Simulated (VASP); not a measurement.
# N (P6_3/mmc) in VASP: settings compared, part 2 of 2

VASP 6.6.1.

**3. Single point, HSE06**

POSCAR reads:

```
N
1.0
    4.1672328100      0.0000000000      0.0000000000
   -2.0836164100      3.6089294800      0.0000000000
    0.0000000000      0.0000000000      7.0060035100
N
4
Direct
    0.3333333312      0.6666666704      0.3289300393
    0.3333333312      0.6666666704      0.1710699600
    0.6666666712      0.3333333296      0.8289300400
    0.6666666712      0.3333333296      0.6710699607
```

INCAR.step1 reads:

```
PREC = Accurate
ENCUT = 520
EDIFF = 1E-5
ISMEAR = 0
SIGMA = 0.01
LREAL = F
LASPH = T
NELM = 100
ALGO = Normal
ISIF = 2
LWAVE = T
NBANDS = 18
GGA = PE
```

INCAR.step2 reads:

```
PREC = Accurate
ENCUT = 520
EDIFF = 1E-6
ISMEAR = 0
SIGMA = 0.01
LREAL = F
LASPH = T
NELM = 100
ALGO = Normal
ISIF = 2
LWAVE = F
LCHARG = T
GGA = PE
LHFCALC = T
HFSCREEN = 0.2079
PRECFOCK = Normal
LELF = T
LVHAR = T
NBANDS = 18
ISTART = 1
```

KPOINTS reads:

```
Automatic mesh
0
Gamma
  3 3 2
```

Potentials or basis: VASP PAW PBE potentials, release 64 (N).

Command:

```sh
$ cat potpaw_PBE.64/N/POTCAR > POTCAR
$ cp INCAR.step1 INCAR
$ mpirun -np 1 vasp_std > vasp.out
$ cp INCAR.step2 INCAR
$ mpirun -np 1 vasp_std > vasp.out
```

OUTCAR:

```text
PREC = Accurate
   ENCUT = 520
   EDIFF = 1E-6
   ISMEAR = 0
   LREAL = F
   LASPH = T
   NELM = 100
   ISIF = 2
   GGA = PE
   LHFCALC = T
   HFSCREEN = 0.2079
   PRECFOCK = Normal
   ISTART = 1

 ion  position               nearest neighbor table
   1  0.333  0.667  0.329-   2 1.11
   2  0.333  0.667  0.171-   1 1.11
   3  0.667  0.333  0.829-   4 1.11
   4  0.667  0.333  0.671-   3 1.11

  LATTYP: Found a hexagonal cell.
 ALAT       =     4.1672328100
 C/A-ratio  =     1.6812124087

  Lattice vectors:

 A1 = (   4.1672328100,   0.0000000000,   0.0000000000)
 A2 = (  -2.0836164100,   3.6089294800,   0.0000000000)
 A3 = (   0.0000000000,   0.0000000000,   7.0060035100)

Analysis of symmetry for initial positions (statically):
=====================================================================
 Subroutine PRICEL returns:
 Original cell was already a primitive cell.

 Routine SETGRP: Setting up the symmetry group for a
 hexagonal supercell.

 Subroutine GETGRP returns: Found 24 space group operations
 (whereof 12 operations were pure point group operations)
 out of a pool of 24 trial point group operations.

The static configuration has the point symmetry D_3d.
 The point group associated with its full space group is D_6h.

Analysis of symmetry for dynamics (positions and initial velocities):
=====================================================================
 Subroutine PRICEL returns:
 Original cell was already a primitive cell.

 Routine SETGRP: Setting up the symmetry group for a
 hexagonal supercell.

 Subroutine GETGRP returns: Found 24 space group operations
 (whereof 12 operations were pure point group operations)
 out of a pool of 24 trial point group operations.

The dynamic configuration has the point symmetry D_3d.
 The point group associated with its full space group is D_6h.

 Subroutine INISYM returns: Found 24 space group operations
 (whereof 12 operations are pure point group operations),
 and found     1 'primitive' translations

----------------------------------------------------------------------------------------

                                     Primitive cell

  volume of cell :     105.3650

  direct lattice vectors                    reciprocal lattice vectors
     4.167232810  0.000000000  0.000000000     0.239967395  0.138545240  0.000000000
    -2.083616410  3.608929480  0.000000000     0.000000000  0.277090479  0.000000000
     0.000000000  0.000000000  7.006003510     0.000000000  0.000000000  0.142734727

  length of vectors
     4.167232810  4.167232815  7.006003510     0.277090480  0.277090479  0.142734727

  position of ions in fractional coordinates (direct lattice)
     0.333333331  0.666666670  0.328930039
     0.333333331  0.666666670  0.171069960
     0.666666671  0.333333330  0.828930040
     0.666666671  0.333333330  0.671069961

  ion indices of the primitive-cell ions
   primitive index   ion index
[... 33 lines left out ...]
  0.000000  0.000000  0.000000      1.000000
  0.333333  0.000000  0.000000      6.000000
  0.333333  0.333333  0.000000      2.000000
  0.000000  0.000000  0.500000      1.000000
  0.333333  0.000000  0.500000      6.000000
  0.333333  0.333333  0.500000      2.000000
   k-points           NKPTS =      6   k-points in BZ     NKDIM =     18   number of bands    NBANDS=     18
   number of dos      NEDOS =    301   number of ions     NIONS =      4
   total plane-waves  NPLWV =  55296
   dimension x,y,z NGX =    32 NGY =   32 NGZ =   54
   dimension x,y,z NGXF=    64 NGYF=   64 NGZF=  108
   ions per type =               4
   NGX,Y,Z   is equivalent  to a cutoff of  12.77, 12.77, 12.81 a.u.
   NGXF,Y,Z  is equivalent  to a cutoff of  25.53, 25.53, 25.63 a.u.
 SYSTEM =  unknown system
   PREC   = accura    normal or accurate (medium, high low for compatibility)
   ISTART =      1    job   : 0-new  1-cont  2-samecut
   ICHARG =      0    charge: 1-file 2-atom 10-const
   ISPIN  =      1    spin polarized calculation?
   LNONCOLLINEAR =      F non collinear calculations
   LSORBIT =      F    spin-orbit coupling
   LASPH  =      T    aspherical Exc in radial PAW
   ENCUT  =  520.0 eV  38.22 Ry    6.18 a.u.   7.75  7.75 13.03*2*pi/ulx,y,z
   NELM   =    100;   NELMIN=  2; NELMDL=  0     # of ELM steps
   EDIFF  = 0.1E-05   stopping-criterion for ELM
   LREAL  =      F    real-space projection
   EDIFFG = 0.1E-04   stopping-criterion for IOM
   NSW    =      0    number of steps for IOM
   IBRION =     -1    ionic relax: 0-MD 1-quasi-New 2-CG
   NFREE  =      0    steps in history (QN), initial steepest desc. (CG)
   ISIF   =      2    stress and relaxation
   ISYM   =      3    0-nonsym 1-usesym 2-fastsym
   POTIM  = 0.5000    time-step for ionic-motion
   TEBEG  =    0.0;   TEEND  =   0.0 temperature during run
   PSTRESS=    0.0 pullay stress
   NELECT =      20.0000    total number of electrons
   NUPDOWN=      -1.0000    fix difference up-down
   EMIN   =  10.00;   EMAX   =-10.00  energy-range for DOS
   EFERMI =   0.00;   METHOD = LEGACY
   ISMEAR =     0;   SIGMA  =   0.01  broadening in eV -4-tet -1-fermi 0-gaus
   EFERMI_NEDOS =   21; number of points for ismear=-14 and -15
   IALGO  =     38    algorithm
   IMIX   =      1    mixing-type and parameters
     AMIX     =   0.40;   BMIX     =  1.00
     AMIX_MAG =   1.60;   BMIX_MAG =  1.00
  volume/ion in A,a.u.               =      26.34       177.76
  Fermi-wavevector in a.u.,A,eV,Ry     =   0.940848  1.777944 12.043801  0.885194
  Thomas-Fermi vector in A             =   2.068300
   LORBIT       =      0    0 simple, 1 ext, 2 COOP (PROOUT), +10 PAW based schemes
   GGA     = PE    functional components
   LHFCALC =     T    Hartree Fock is set to
   PRECFOCK=normal    Normal, Fast or Accurate (Low or Medium for compatibility)
   ENCUT4O =  -1.0   cutoff for four orbital integrals eV
   NKREDX  =     1    reduce k-point grid by
   NKREDY  =     1    reduce k-point grid by
   NKREDZ  =     1    reduce k-point grid by
   AEXX    =    0.2500 exact exchange contribution
   HFSCREEN=    0.2079 screening length (either q_TF or 0.3 A-1)
   HFSCREENC=   0.2079 screening length for correlation (either q_TF or 0.3 A-1)
   ENCUTFOCK=  -1.0 apply spherical cutoff to Coloumb kernel
   IVDW    =     0    specifies the selected vdW correction
   LEPSILON=     F    determine dielectric tensor
   LRPA    =     F    only Hartree local field effects (RPA)
 non-spin polarized calculation
 Gauss-broadening in eV      SIGMA  =   0.01
  energy-cutoff  :      520.00
  volume of cell :      105.37
 maximum number of plane-waves:      2882
 NGX is ok and might be reduce to    32
  NGX = 24; NGY = 24; NGZ = 40

 number of electron      20.0000001 magnetization

 Free energy of the ion-electron system (eV)
  ---------------------------------------------------
  ext. energy  EPLUGINS =         0.00000000
  ---------------------------------------------------
  free energy    TOTEN  =       -40.91165154 eV

  energy without entropy =      -40.91165154  energy(sigma->0) =      -40.91165154

 E-fermi :  -8.1132     XC(G=0):  -4.9541

 val. band max:       -8.2593989427   @ k =   0.0000   0.0000   0.0000
 cond. band min:       1.0417662741   @ k =   0.3333   0.3333   0.0000
 fundamental gap:      9.3011652168
 Fermi energy:        -8.1132327024

 k-point     1 :       0.0000    0.0000    0.0000
  band No.  band energies     occupation
      1     -28.1258      2.00000
      2     -28.0989      2.00000
      3     -12.6941      2.00000
      4     -11.9346      2.00000
      5      -9.6609      2.00000
      6      -9.6609      2.00000
[... 103 lines left out ...]
      5      -9.8126      2.00000
      6      -9.8126      2.00000
[... 10 lines left out ...]
     17       6.3654      0.00000
     18       6.3654      0.00000

------------------------ aborting loop because EDIFF is reached ----------------------------------------

  FORCE on cell =-STRESS in cart. coord.  units (eV):
  Direction    XX          YY          ZZ          XY          YZ          ZX
  --------------------------------------------------------------------------------------
  -------------------------------------------------------------------------------------
  Total        0.0072259      0.0072259     -1.2173713     -0.0000000      0.0000000      0.0000000
  in kB        0.1098766      0.1098766    -18.5113095     -0.0000000      0.0000000      0.0000000
  external PRESSURE =      -6.0971854 kB  Pullay stress =       0.0000000 kB

 VOLUME and BASIS-vectors are now :
 -----------------------------------------------------------------------------
  energy-cutoff  :      520.00
  volume of cell :      105.37
      direct lattice vectors                 reciprocal lattice vectors
     4.167232810  0.000000000  0.000000000     0.239967395  0.138545240  0.000000000
    -2.083616410  3.608929480  0.000000000     0.000000000  0.277090479  0.000000000
     0.000000000  0.000000000  7.006003510     0.000000000  0.000000000  0.142734727

 POSITION                                       TOTAL-FORCE (eV/Angst)
 -----------------------------------------------------------------------------------
     -0.00000      2.40595      2.30449         0.000000     -0.000000     -0.567251
     -0.00000      2.40595      1.19852         0.000000     -0.000000      0.567251
      2.08362      1.20298      5.80749        -0.000000      0.000000     -0.567251
      2.08362      1.20298      4.70152        -0.000000      0.000000      0.567251
 -----------------------------------------------------------------------------------
    total drift:                               -0.000016     -0.000000      0.000000

  FREE ENERGIE OF THE ION-ELECTRON SYSTEM (eV)
  ---------------------------------------------------
  free  energy   TOTEN  =       -40.9116515442 eV

  energy  without entropy=      -40.9116515442  energy(sigma->0) =      -40.91165154
```

It took 69 s on 1 thread of Intel Xeon 6975P-C (Granite Rapids), shared host; peak memory 0.31 GiB.

What came out:

* Free energy: -40.9117 eV
* Pressure: -0.6 GPa
* Largest force: 0.567 eV/Å
* Band gap on the k mesh: 9.30 eV, indirect (least direct gap 9.66 eV)

Forces on the atoms (eV/Å):
```
N    0.000  0.000 -0.567
N    0.000  0.000  0.567
N    0.000  0.000 -0.567
N    0.000  0.000  0.567
```

Stress tensor (GPa, compression positive):
```
 0.01  0.00  0.00
 0.00  0.01  0.00
 0.00  0.00 -1.85
```

Levels at points of the mesh, in eV from the valence-band top:
```csv
k point,band 6,band 7,band 8,band 9,band 10,band 11,band 12,band 13,band 14,band 15
"(0.00, 0.00, 0.00)",-1.40,-1.30,-1.30,-1.12,0.00,10.21,10.21,10.77,10.77,11.78
"(0.00, 0.00, 0.50)",-1.35,-1.35,-1.35,-0.51,-0.51,10.48,10.48,10.48,10.48,11.95
```

Caveat: the k mesh is coarse (spacing up to 0.58 Å⁻¹), so the values aren't converged, least of all with exact exchange; the standard files for N, O and F lose accuracy on very short bonds; the PAW data sets were made with another functional, which shifts forces and pressure a little; an odd mesh through Γ misses points on the zone boundary, where band edges often lie.
